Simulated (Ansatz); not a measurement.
# What a change of settings does to a run on V

The structure comes from a relaxation in the same program, started in the sc type. Whether it is a known phase or the ground state wasn't checked. The listed cell was then made from it by scaling, straining or moving an atom.

First run: DFT, PBE, all-electron LAPW, scalar-relativistic (Ansatz 0.2.0).

Command: `ansatz run input.yaml --threads 1 --pin off --max-ram 3072MiB --backend cpu --events-out ev --progress --plain --runs-dir out` The run took 60 s on 1 thread of Arm Neoverse V1 (shared host), peak memory 0.56 GiB.

```yaml
crystal:
  lattice:
    - [2.4487986509, -0.048975973, -0.048975973]
    - [-0.048975973, 2.4487986509, -0.048975973]
    - [-0.048975973, -0.048975973, 2.4487986509]
  atoms:
    - { symbol: V, position: [0.0, 0.0, 0.0], spin: 1.5 }
magnetization:
  spin_polarized: true
kpoints:
  mp_grid: { grid: [14, 14, 14] }
scf:
  occupations: { method: fermi_dirac, width: 0.08 }
hamiltonian:
  xc: pbe
  pseudopotentials: { kind: all_electron, lapw: { basis_error: 0.0005 } }
output:
  forces: true
  stress: true
  eigenvalues: true
```

Result: converged; pressure -0.26 GPa; moment 0.00 μB; 11 SCF iterations.

A second run of a changed input logged this at its end:

```
Non-local potential: V, projectors of the file, none
Initial density: superposition of atomic densities (chi_scale 0.1, normalization cell)
Starting moments: Σ|m| = 1.5 μB on 1 of 1 site
Initial wavefunctions: plane waves of lowest kinetic energy (no species holds an atomic orbital)
Functional: x = pbe(κ = 0.804, μ = 0.2195149727645171), c = pbe(β = 0.06672455060314922)
iter 1 solved again at ethr=1.96e-4 eV; its pass at ethr=1.00e-1 eV (dr2=2.55e-2 eV) is discarded
SCF iter   1: F=—  HF=-25831.367980 eV  |F-HF|=—  |Δ(HF+E_count)|=         —  Δρ=5.31e-2 (↑5.31e-2 ↓4.86e-2)  dr2=2.55e-2  dr2_m=3.31e-1  M=0.333 μB ∫|m|=0.333 μB  β_m=0.30  ethr=1.96e-4  ⟨swp⟩=3.0  Hψ=48665  notcnv=0
Mixer restart at iter 1: flushing history
preconditioner: auto → none  [metal: Δε(μ)=0.014 eV  Ē_g=8.155 eV  σ=0.080 eV  W_gap=0.05  n_scr=6 (ndim 8)  ℏωp=21.7 eV  f_vac=0.000  D(μ)=1.24/eV (n_scr^D=18)  sad-step TF]
SCF iter   2: F=—  HF=-25831.296299 eV  |F-HF|=—  |Δ(HF+E_count)|=   7.17e-2  Δρ=3.79e-2 (↑3.79e-2 ↓3.63e-2)  dr2=1.46e-2  dr2_m=1.76e-1  M=0.296 μB ∫|m|=0.296 μB  β_m=0.65  ethr=1.96e-4  ⟨swp⟩=2.1  Hψ=19517  notcnv=0
SCF iter   3: F=—  HF=-25831.297052 eV  |F-HF|=—  |Δ(HF+E_count)|=   7.53e-4  Δρ=9.01e-3 (↑9.01e-3 ↓5.17e-3)  dr2=1.18e-2  dr2_m=4.32e-3  M=0.103 μB ∫|m|=0.104 μB  β_m=0.55  ethr=1.12e-4  ⟨swp⟩=2.3  Hψ=21119  notcnv=0
iter 4 solved again at ethr=2.25e-6 eV; its pass at ethr=9.05e-5 eV (dr2=2.93e-4 eV) is discarded
SCF iter   4: F=—  HF=-25831.274543 eV  |F-HF|=—  |Δ(HF+E_count)|=         —  Δρ=2.78e-3 (↑2.78e-3 ↓2.29e-3)  dr2=2.93e-4  dr2_m=8.00e-4  M=0.071 μB ∫|m|=0.072 μB  β_m=0.77  ethr=2.25e-6  ⟨swp⟩=2.0  Hψ=32996  notcnv=0
the basis was enlarged: its passes take 700.7 KiB over the memory plan, 2 of 2 planned eigensolver slots
SCF iter   5: F=—  HF=-25831.275149 eV  |F-HF|=—  |Δ(HF+E_count)|=   6.07e-4  Δρ=1.12e-3 (↑1.12e-3 ↓1.03e-3)  dr2=6.63e-6  dr2_m=1.54e-4  M=0.037 μB ∫|m|=0.038 μB  β_m=0.89  ethr=2.25e-6  ⟨swp⟩=2.4  Hψ=18739  notcnv=0
Error: did not converge after 5 iterations: onsite_residual = 1.27e-3 (threshold 1.00e-7), under the density mixer `msr1`, which `scf.mixing.algorithm: auto` chose by the deck's other keys (type `scf.mixing.algorithm: msr1` to keep it); raise `scf.max_iter`, which need not help a stalled SCF, or adjust the mixing (`scf.mixing`) or, under a smearing, its width (`scf.occupations.width`, in either direction: another width is another result); this SCF holds its density and magnetisation to the symmetry operations that it keeps, and cannot end on a state that breaks one of them: if the state sought breaks one, re-run with `crystal.symmetry.detect: false`, without `crystal.symmetry.time_reversal: true`, on a non-collinear deck whose state breaks time reversal, with `crystal.symmetry.time_reversal: false` beside it (there exact exchange or a DFT+U term alone can polarise the run; a magnetic state wants starting moments), where the deck allows it (that run may end on another state, and need not converge either); the iterations of this SCF solved its open shells (`scf.mixing.spin_hold`): under `scf.lower_state_search: off` none does, but the run then seeks no lower state either and can end higher — the other mixer that `auto` picks from is left to try (`scf.mixing.algorithm: broyden`); it can need more iterations, either can converge an SCF that the other leaves open, and the two can end on different states; the input reference at `scf.mixing.algorithm` says more, and from which start to try it
```

Problem. What was wrong with the input?

Solution. Too few SCF iterations, by this change (others could give a like log):
```diff
@@ -12,4 +12,5 @@
 scf:
   occupations: { method: fermi_dirac, width: 0.08 }
+  max_iter: 5
 hamiltonian:
   xc: pbe
```
